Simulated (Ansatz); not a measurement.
Calculation for W (fcc type): DFT, PBE, PAW with Ansatz's default frozen-core files, scalar-relativistic (Ansatz 0.2.0). This run: volume at 0.78 of the series' base cell, ecut 300.

The cell comes from a relaxation on PAW files under the same functional, begun from a prototype that needn't be the stable phase.

Command: `ansatz run input.yaml --threads 1 --pin off --max-ram 2048MiB --backend cpu --events-out ev --progress --plain --runs-dir out` It took 1.1 s on 1 thread of Arm Neoverse V2, on a shared host, peak memory 0.26 GiB.

```yaml
crystal:
  lattice:
    - [0.0, 1.8584118766, 1.8584118766]
    - [1.8584118766, 0.0, 1.8584118766]
    - [1.8584118766, 1.8584118766, 0.0]
  atoms:
    - { symbol: W, position: [0.0, 0.0, 0.0] }
kpoints:
  mp_grid: { grid: [18, 18, 18] }
scf:
  occupations: { method: fermi_dirac, width: 0.1 }
hamiltonian:
  xc: pbe
  pseudopotentials: { kind: paw }
output:
  forces: true
  stress: true
  eigenvalues: true
basis:
  ecutwfc: 300
```

Output:

```
Warning: basis.ecutwfc = 300 eV is below the records' recommended 420 eV, and the density's cutoff is lower with it unless basis.ecutrho_ratio is high enough to keep the records' density cutoff: compare with a run at a higher cutoff
Engine: ansatz 0.2.0
Pseudopotentials: kind: paw
Pseudopotential: W, paw, valence charge 14, recommended cutoff 420 eV (normal), W.paw.azcp
Functional definition: PBE
  parameter kappa = 0.804
  parameter beta = 0.06672455060314922
  exchange = pbe_x(kappa = kappa, mu = beta*pi^2/3)
  correlation = pbe_c(beta = beta)
Crystal: 1 atoms, lattice volume = 12.837 Å³
Basis set: ecut = 300 eV, 169 PW (Γ), exchange–correlation on 30×30×30 points (8 copies of the dense FFT grid, shifted against one another)
Bands: 11, of which v1, the nominal top of the filled ones, is band 7 counted from 1 (6 counted from 0)
Symmetry: 48 space group operations
Space group: Fm-3m (ITA 225), of the structure as read, at distance tolerance 2.3e-5 Å
k-points: 195 of 5832
Non-local potential: W, projectors of the file, l = 0: 3, l = 1: 2, l = 2: 2, l = 3: 1
PAW form: soft (Blöchl's): semilocal exchange-correlation on the pseudo side does not see the compensation charge
PAW one-centre angular grid: W, 590 points (default); XC on 64 Gauss nodes
Initial density: superposition of atomic densities (neutral atoms: chi_scale 0, normalization atom), corrected by the library's trained network
Initial wavefunctions: pseudopotential atomic-orbital guess
Functional: x = pbe(κ = 0.804, μ = 0.2195149727645171), c = pbe(β = 0.06672455060314922)
SCF iter   1: F=—  HF=-10383.265544 eV  |F-HF|=—  |Δ(HF+E_count)|=         —  Δρ=5.83e-3  dr2=1.92e-3  ethr=1.77e-3  ⟨swp⟩=5.1  Hψ=11493  notcnv=0
preconditioner: auto → none  [metal: Δε(μ)=0.014 eV  Ē_g=10.943 eV  σ=0.100 eV  W_gap=0.04  n_scr=0 (ndim 8)  ℏωp=25.4 eV  f_vac=0.000  D(μ)=0.87/eV (n_scr^D=14)]
SCF iter   2: F=—  HF=-10383.264689 eV  |F-HF|=—  |Δ(HF+E_count)|=   8.54e-4  Δρ=2.67e-3  dr2=3.14e-4  ethr=1.37e-5  ⟨swp⟩=1.1  Hψ=3727  notcnv=0
SCF iter   3: F=—  HF=-10383.264679 eV  |F-HF|=—  |Δ(HF+E_count)|=   1.08e-5  Δρ=2.33e-4  dr2=1.65e-6  ethr=2.24e-6  ⟨swp⟩=1.8  Hψ=2479  notcnv=0
SCF iter   4: F=—  HF=-10383.264688 eV  |F-HF|=—  |Δ(HF+E_count)|=   9.64e-6  Δρ=2.10e-5  dr2=3.61e-8  ethr=1.18e-8  ⟨swp⟩=2.5  Hψ=3437  notcnv=0
iter 5 did not close the SCF: its close was put off for the readings that it lacked (scf_convergence_deferred on its scf_iter line)
SCF iter   5: F=-10383.264688 eV  HF=-10383.264688 eV  |F-HF|=7.79e-9  |Δ(HF+E_count)|=   4.73e-9  Δρ=9.44e-6  dr2=9.49e-9  ethr=2.58e-10  ⟨swp⟩=2.0  Hψ=3549  notcnv=0
SCF iter   6: F=-10383.264688 eV  HF=-10383.264688 eV  |F-HF|=6.11e-10  |Δ(HF+E_count)|=   4.35e-9  Δρ=2.65e-6  dr2=7.41e-10  ethr=6.78e-11  ⟨swp⟩=1.3  Hψ=6555  notcnv=0
SCF 1 converged in 6 iterations: F = -10383.264688 eV  dr2 = 7.41e-10
  greatest PAW one-centre occupation: 0.999 electrons in one spin orbital (limit 2), on the W atom at site 0 (counted from 0), in its partial waves of l = 0
SCF converged after 6 iterations
Free energy (F): -10383.264688 eV
Harris-Foulkes:  -10383.264688 eV  (|F-HF|=6.11e-10)
Internal energy: -10383.236013 eV  (E = F + TS)
E sigma→0 (E₀):  -10383.250351 eV
Entropy (-TS):   -0.028675 eV (-28.675 meV/atom)
Fermi energy:    28.000442 eV
--- Per-component energies (eV) ---
  E_band       = 0.159237
  E_kinetic    = 463.784577
  E_local      = -452.756498  (includes V_loc(G=0)·N_el)
  E_nonlocal   = 2.966495
  E_hartree    = 178.435442
  E_xc         = -271.045118
  E_vxc        = -244.285879  (∫ρ·V_xc dr)
  E_paw        = -8563.887619  (= ΣΔE_a)
  E_vpaw       = -126.420844  (= ΣTr[D̂ρ^β])
  E_aug_tail   = -0.000210  (compensation charges beyond the density's cutoff)
  E_ewald      = -1740.733082
  E_smearing   = -0.028675  (= −TS)
  E_closure    = 0.000000  (closes the sum)
  Σ components = -10383.264688   (vs F -10383.264688, Δ=0.00e0)
--- Forces (eV/Å), atoms counted from 1 ---
  atom   1  W     -0.00000000     0.00000000     0.00000000
  max |Σ_I F_I| component: 9.86e-32 eV/Å
--- Stress (GPa, compression-positive) ---
      114.178271      -0.000000       0.000000
       -0.000000     114.178271      -0.000000
       -0.000000       0.000000     114.178271
  P = ⅓ Tr σ = 114.1783 GPa (1141.783 kbar)
--- Band table (eV; the first three rows and the last of 195) ---
  k-point 0: bands = ["-45.2980", "-8.4346", "-8.4346", "-8.4346", "17.8379", "26.9930", "26.9930", "26.9930", "31.3961", "31.3961", "41.0145"]
  k-point 1: bands = ["-45.2884", "-8.5169", "-8.4424", "-8.4424", "18.0264", "26.8484", "27.0822", "27.0822", "31.3060", "31.3060", "41.3854"]
  k-point 2: bands = ["-45.2617", "-8.7618", "-8.4701", "-8.4701", "18.5585", "26.4846", "27.3149", "27.3149", "31.0844", "31.0844", "42.3581"]
  k-point 194: bands = ["-44.8813", "-10.2187", "-9.9671", "-9.3894", "22.7918", "24.7428", "26.3152", "29.7371", "36.0647", "41.5362", "41.9982"]
```

Next run (volume at 0.68 of the series' base cell), as changes to the input before:

```diff
   lattice:
-    - [0.0, 1.8584118766, 1.8584118766]
-    - [1.8584118766, 0.0, 1.8584118766]
-    - [1.8584118766, 1.8584118766, 0.0]
+    - [0.0, 1.775334021, 1.775334021]
+    - [1.775334021, 0.0, 1.775334021]
+    - [1.775334021, 1.775334021, 0.0]
   atoms:
   eigenvalues: true
-basis:
-  ecutwfc: 300
+  populations: true
```

Command: `ansatz run input.yaml --threads 1 --pin off --max-ram 2048MiB --backend cpu --events-out ev --progress --plain --runs-dir out` It took 1.8 s on 1 thread of Arm Neoverse V2 (shared host), peak memory 0.28 GiB.

Results part of the output:

```
SCF 1 converged in 6 iterations: F = -10381.608527 eV  dr2 = 6.21e-10
  greatest PAW one-centre occupation: 0.999 electrons in one spin orbital (limit 2), on the W atom at site 0 (counted from 0), in its partial waves of l = 0
SCF converged after 6 iterations
Free energy (F): -10381.608527 eV
Harris-Foulkes:  -10381.608527 eV  (|F-HF|=4.93e-10)
Internal energy: -10381.585936 eV  (E = F + TS)
E sigma→0 (E₀):  -10381.597231 eV
Entropy (-TS):   -0.022591 eV (-22.591 meV/atom)
Fermi energy:    32.495224 eV
--- Per-component energies (eV) ---
  E_band       = 59.308228
  E_kinetic    = 474.038998
  E_local      = -355.181257  (includes V_loc(G=0)·N_el)
  E_nonlocal   = 5.425753
  E_hartree    = 155.542181
  E_xc         = -273.845537
  E_vxc        = -247.993954  (∫ρ·V_xc dr)
  E_paw        = -8565.374247  (= ΣΔE_a)
  E_vpaw       = -128.066209  (= ΣTr[D̂ρ^β])
  E_aug_tail   = -0.000063  (compensation charges beyond the density's cutoff)
  E_ewald      = -1822.191765
  E_smearing   = -0.022591  (= −TS)
  E_closure    = -0.000000  (closes the sum)
  Σ components = -10381.608527   (vs F -10381.608527, Δ=0.00e0)
--- Forces (eV/Å), atoms counted from 1 ---
  atom   1  W      0.00000000     0.00000000     0.00000000
  max |Σ_I F_I| component: 1.31e-31 eV/Å
--- Stress (GPa, compression-positive) ---
      227.963590       0.000000       0.000000
        0.000000     227.963590      -0.000000
       -0.000000       0.000000     227.963590
  P = ⅓ Tr σ = 227.9636 GPa (2279.636 kbar)
--- Band table (eV; the first three rows and the last of 195) ---
  k-point 0: bands = ["-40.9327", "-3.5118", "-3.5118", "-3.5118", "21.7773", "31.0182", "31.0182", "31.0182", "36.2978", "36.2978", "45.4546"]
  k-point 1: bands = ["-40.9169", "-3.6465", "-3.5269", "-3.5269", "22.0070", "30.8462", "31.1238", "31.1238", "36.1692", "36.1692", "45.8905"]
  k-point 2: bands = ["-40.8711", "-4.0246", "-3.5700", "-3.5700", "22.6435", "30.4373", "31.3980", "31.3980", "35.8774", "35.8774", "47.0189"]
  k-point 194: bands = ["-40.2043", "-6.1923", "-5.8188", "-4.9633", "26.3000", "28.7007", "30.6700", "34.3004", "41.9865", "48.1116", "48.5735"]
--- Löwdin populations: 1 site ---
  site symbol       q [e]
     0      W     13.9410
  spilling = 0.004217 (of n_electrons = 14.000000)
```

Next run (volume at 0.68 of the series' base cell, core large), as changes to the input before:

```diff
   xc: pbe
-  pseudopotentials: { kind: paw }
+  pseudopotentials: { kind: paw, core: large }
 output:
   eigenvalues: true
-  populations: true
+  write_density: true
+  write_potential: true
+  elf: true
+  volumetric_format: npy
```

Results part of the output:

```
Warning: of W the run reads no dataset of the core that `hamiltonian.pseudopotentials.core` asks for: this build lists none beside the file that it uses, or the input names that file
SCF 1 converged in 6 iterations: F = -10381.608527 eV  dr2 = 6.21e-10
  greatest PAW one-centre occupation: 0.999 electrons in one spin orbital (limit 2), on the W atom at site 0 (counted from 0), in its partial waves of l = 0
SCF converged after 6 iterations
Free energy (F): -10381.608527 eV
Harris-Foulkes:  -10381.608527 eV  (|F-HF|=4.93e-10)
Internal energy: -10381.585936 eV  (E = F + TS)
E sigma→0 (E₀):  -10381.597231 eV
Entropy (-TS):   -0.022591 eV (-22.591 meV/atom)
Fermi energy:    32.495224 eV
--- Per-component energies (eV) ---
  E_band       = 59.308228
  E_kinetic    = 474.038999
  E_local      = -355.181257  (includes V_loc(G=0)·N_el)
  E_nonlocal   = 5.425753
  E_hartree    = 155.542181
  E_xc         = -273.845537
  E_vxc        = -247.993954  (∫ρ·V_xc dr)
  E_paw        = -8565.374247  (= ΣΔE_a)
  E_vpaw       = -128.066209  (= ΣTr[D̂ρ^β])
  E_aug_tail   = -0.000063  (compensation charges beyond the density's cutoff)
  E_ewald      = -1822.191765
  E_smearing   = -0.022591  (= −TS)
  E_closure    = 0.000000  (closes the sum)
  Σ components = -10381.608527   (vs F -10381.608527, Δ=0.00e0)
--- Forces (eV/Å), atoms counted from 1 ---
  atom   1  W      0.00000000     0.00000000     0.00000000
  max |Σ_I F_I| component: 2.79e-31 eV/Å
--- Stress (GPa, compression-positive) ---
      227.963596       0.000000      -0.000000
        0.000000     227.963596       0.000000
       -0.000000       0.000000     227.963596
  P = ⅓ Tr σ = 227.9636 GPa (2279.636 kbar)
--- Band table (eV; the first three rows and the last of 195) ---
  k-point 0: bands = ["-40.9327", "-3.5118", "-3.5118", "-3.5118", "21.7773", "31.0182", "31.0182", "31.0182", "36.2978", "36.2978", "45.4546"]
  k-point 1: bands = ["-40.9169", "-3.6465", "-3.5269", "-3.5269", "22.0070", "30.8462", "31.1238", "31.1238", "36.1692", "36.1692", "45.8905"]
  k-point 2: bands = ["-40.8711", "-4.0246", "-3.5700", "-3.5700", "22.6435", "30.4373", "31.3980", "31.3980", "35.8774", "35.8774", "47.0189"]
  k-point 194: bands = ["-40.2043", "-6.1923", "-5.8188", "-4.9633", "26.3000", "28.7007", "30.6700", "34.3004", "41.9865", "48.1116", "48.5735"]
```

Next run (volume at 0.58 of the series' base cell), as changes to the input before:

```diff
   lattice:
-    - [0.0, 1.775334021, 1.775334021]
-    - [1.775334021, 0.0, 1.775334021]
-    - [1.775334021, 1.775334021, 0.0]
+    - [0.0, 1.6836549928, 1.6836549928]
+    - [1.6836549928, 0.0, 1.6836549928]
+    - [1.6836549928, 1.6836549928, 0.0]
   atoms:
   xc: pbe
-  pseudopotentials: { kind: paw, core: large }
+  pseudopotentials: { kind: paw }
 output:
   eigenvalues: true
-  write_density: true
-  write_potential: true
-  elf: true
-  volumetric_format: npy
+  populations: true
```

Results part of the output:

```
SCF 1 converged in 6 iterations: F = -10378.318729 eV  dr2 = 1.86e-10
  greatest PAW one-centre occupation: 0.999 electrons in one spin orbital (limit 2), on the W atom at site 0 (counted from 0), in its partial waves of l = 0
SCF converged after 6 iterations
Free energy (F): -10378.318729 eV
Harris-Foulkes:  -10378.318729 eV  (|F-HF|=1.06e-10)
Internal energy: -10378.302826 eV  (E = F + TS)
E sigma→0 (E₀):  -10378.310778 eV
Entropy (-TS):   -0.015903 eV (-15.903 meV/atom)
Fermi energy:    38.491958 eV
--- Per-component energies (eV) ---
  E_band       = 135.175037
  E_kinetic    = 488.004884
  E_local      = -239.383295  (includes V_loc(G=0)·N_el)
  E_nonlocal   = 9.088770
  E_hartree    = 130.228276
  E_xc         = -277.350729
  E_vxc        = -252.641706  (∫ρ·V_xc dr)
  E_paw        = -8567.476231  (= ΣΔE_a)
  E_vpaw       = -130.349895  (= ΣTr[D̂ρ^β])
  E_aug_tail   = -0.000050  (compensation charges beyond the density's cutoff)
  E_ewald      = -1921.414451
  E_smearing   = -0.015903  (= −TS)
  E_closure    = 0.000000  (closes the sum)
  Σ components = -10378.318729   (vs F -10378.318729, Δ=0.00e0)
--- Forces (eV/Å), atoms counted from 1 ---
  atom   1  W     -0.00000000     0.00000000    -0.00000000
  max |Σ_I F_I| component: 4.72e-32 eV/Å
--- Stress (GPa, compression-positive) ---
      434.646048       0.000000       0.000000
        0.000000     434.646048      -0.000000
       -0.000000      -0.000000     434.646048
  P = ⅓ Tr σ = 434.6460 GPa (4346.460 kbar)
--- Band table (eV; the first three rows and the last of 195) ---
  k-point 0: bands = ["-35.5985", "2.8835", "2.8835", "2.8835", "27.3542", "36.2164", "36.2164", "36.2164", "42.6767", "42.6767", "51.2050"]
  k-point 1: bands = ["-35.5704", "2.6656", "2.8600", "2.8600", "27.6469", "36.0176", "36.3461", "36.3461", "42.5022", "42.5022", "51.7258"]
  k-point 2: bands = ["-35.4890", "2.0613", "2.7931", "2.7931", "28.4268", "35.5795", "36.6828", "36.6828", "42.1082", "42.1082", "53.0571"]
  k-point 194: bands = ["-34.2644", "-1.2645", "-0.7012", "0.5878", "30.9761", "33.9601", "36.4965", "40.2639", "49.7854", "56.8553", "57.0828"]
--- Löwdin populations: 1 site ---
  site symbol       q [e]
     0      W     13.9509
  spilling = 0.003507 (of n_electrons = 14.000000)
```

Next run (volume at 0.5 of the series' base cell), as changes to the input before:

```diff
   lattice:
-    - [0.0, 1.6836549928, 1.6836549928]
-    - [1.6836549928, 0.0, 1.6836549928]
-    - [1.6836549928, 1.6836549928, 0.0]
+    - [0.0, 1.6023858681, 1.6023858681]
+    - [1.6023858681, 0.0, 1.6023858681]
+    - [1.6023858681, 1.6023858681, 0.0]
   atoms:
   populations: true
+  write_density: true
+  write_potential: true
+  elf: true
+  volumetric_format: npy
```

Results part of the output:

```
SCF 1 converged in 6 iterations: F = -10373.619619 eV  dr2 = 7.36e-10
  greatest PAW one-centre occupation: 0.999 electrons in one spin orbital (limit 2), on the W atom at site 0 (counted from 0), in its partial waves of l = 0
SCF converged after 6 iterations
Free energy (F): -10373.619619 eV
Harris-Foulkes:  -10373.619619 eV  (|F-HF|=7.46e-11)
Internal energy: -10373.607588 eV  (E = F + TS)
E sigma→0 (E₀):  -10373.613603 eV
Entropy (-TS):   -0.012031 eV (-12.031 meV/atom)
Fermi energy:    44.904625 eV
--- Per-component energies (eV) ---
  E_band       = 213.874171
  E_kinetic    = 503.660360
  E_local      = -128.941327  (includes V_loc(G=0)·N_el)
  E_nonlocal   = 13.407363
  E_hartree    = 108.153449
  E_xc         = -280.938975
  E_vxc        = -257.355777  (∫ρ·V_xc dr)
  E_paw        = -8570.084437  (= ΣΔE_a)
  E_vpaw       = -133.203602  (= ΣTr[D̂ρ^β])
  E_aug_tail   = -0.000089  (compensation charges beyond the density's cutoff)
  E_ewald      = -2018.863931
  E_smearing   = -0.012031  (= −TS)
  E_closure    = -0.000000  (closes the sum)
  Σ components = -10373.619619   (vs F -10373.619619, Δ=0.00e0)
--- Forces (eV/Å), atoms counted from 1 ---
  atom   1  W      0.00000000    -0.00000000    -0.00000000
  max |Σ_I F_I| component: 1.73e-31 eV/Å
--- Stress (GPa, compression-positive) ---
      738.174950       0.000000      -0.000000
        0.000000     738.174950      -0.000000
       -0.000000      -0.000000     738.174950
  P = ⅓ Tr σ = 738.1750 GPa (7381.750 kbar)
--- Band table (eV; the first three rows and the last of 195) ---
  k-point 0: bands = ["-30.3893", "9.6388", "9.6388", "9.6388", "33.7763", "41.6465", "41.6465", "41.6465", "49.3944", "49.3944", "57.2203"]
  k-point 1: bands = ["-30.3440", "9.3093", "9.6038", "9.6038", "34.1430", "41.4296", "41.8048", "41.8048", "49.1645", "49.1645", "57.8305"]
  k-point 2: bands = ["-30.2121", "8.4078", "9.5047", "9.5047", "35.0547", "41.0199", "42.2145", "42.2145", "48.6489", "48.6489", "59.3753"]
  k-point 194: bands = ["-28.1372", "3.5960", "4.3869", "6.1931", "36.0533", "39.6112", "42.7836", "46.5757", "58.0916", "66.1440", "66.1810"]
--- Löwdin populations: 1 site ---
  site symbol       q [e]
     0      W     13.9496
  spilling = 0.003601 (of n_electrons = 14.000000)
```

Next run (volume at 0.43 of the series' base cell), as changes to the input before:

```diff
   lattice:
-    - [0.0, 1.6023858681, 1.6023858681]
-    - [1.6023858681, 0.0, 1.6023858681]
-    - [1.6023858681, 1.6023858681, 0.0]
+    - [0.0, 1.5238185516, 1.5238185516]
+    - [1.5238185516, 0.0, 1.5238185516]
+    - [1.5238185516, 1.5238185516, 0.0]
   atoms:
   mp_grid: { grid: [18, 18, 18] }
+  band_path:
+    path:
+      - [0.0, 0.0, 0.0]
+      - [0.5, 0.0, 0.5]
+      - [0.625, 0.25, 0.625]
+      - [0.375, 0.375, 0.75]
+      - [0.0, 0.0, 0.0]
+      - [0.5, 0.5, 0.5]
+      - [0.5, 0.25, 0.75]
+      - [0.5, 0.0, 0.5]
+    npoints: 8
 scf:
   populations: true
-  write_density: true
-  write_potential: true
-  elf: true
-  volumetric_format: npy
+  dos: { projected: true, de: 0.2, e_range: [-14, 8] }
```

Results part of the output:

```
SCF 1 converged in 6 iterations: F = -10366.769456 eV  dr2 = 1.30e-8
  greatest PAW one-centre occupation: 1.000 electrons in one spin orbital (limit 2), on the W atom at site 0 (counted from 0), in its partial waves of l = 1
NSCF: frozen V_eff on 57 k-points
SCF converged after 6 iterations
Free energy (F): -10366.769456 eV
Harris-Foulkes:  -10366.769456 eV  (|F-HF|=7.84e-10)
Internal energy: -10366.757725 eV  (E = F + TS)
E sigma→0 (E₀):  -10366.763591 eV
Entropy (-TS):   -0.011731 eV (-11.731 meV/atom)
Fermi energy:    52.678111 eV
--- Per-component energies (eV) ---
  E_band       = 302.740234
  E_kinetic    = 522.824178
  E_local      = -14.586691  (includes V_loc(G=0)·N_el)
  E_nonlocal   = 18.888396
  E_hartree    = 87.621485
  E_xc         = -284.938669
  E_vxc        = -262.543697  (∫ρ·V_xc dr)
  E_paw        = -8573.610812  (= ΣΔE_a)
  E_vpaw       = -137.086167  (= ΣTr[D̂ρ^β])
  E_aug_tail   = -0.000074  (compensation charges beyond the density's cutoff)
  E_ewald      = -2122.955538
  E_smearing   = -0.011731  (= −TS)
  E_closure    = -0.000000  (closes the sum)
  Σ components = -10366.769456   (vs F -10366.769456, Δ=0.00e0)
--- Forces (eV/Å), atoms counted from 1 ---
  atom   1  W     -0.00000000    -0.00000000     0.00000000
  max |Σ_I F_I| component: 2.63e-31 eV/Å
--- Stress (GPa, compression-positive) ---
     1214.281226      -0.000000       0.000000
       -0.000000    1214.281226       0.000000
        0.000000      -0.000000    1214.281226
  P = ⅓ Tr σ = 1214.2812 GPa (12142.812 kbar)
--- Band table (eV; the first three rows and the last of 195) ---
  k-point 0: bands = ["-24.9217", "17.4314", "17.4314", "17.4314", "41.7955", "47.8263", "47.8263", "47.8263", "57.0923", "57.0923", "64.0724"]
  k-point 1: bands = ["-24.8523", "16.9478", "17.3793", "17.3793", "42.2466", "47.6085", "48.0215", "48.0215", "56.7897", "56.7897", "64.7846"]
  k-point 2: bands = ["-24.6493", "15.6459", "17.2330", "17.2330", "43.1774", "47.4018", "48.5255", "48.5255", "56.1176", "56.1176", "66.5728"]
  k-point 194: bands = ["-21.2439", "8.8223", "9.8937", "12.3230", "42.0750", "46.2071", "50.1290", "53.8480", "67.7174", "76.6052", "76.9364"]
--- Löwdin populations: 1 site ---
  site symbol       q [e]
     0      W     13.9418
  spilling = 0.004161 (of n_electrons = 14.000000)
```

Spin–orbit coupling is left out, which matters for the heavy atoms.
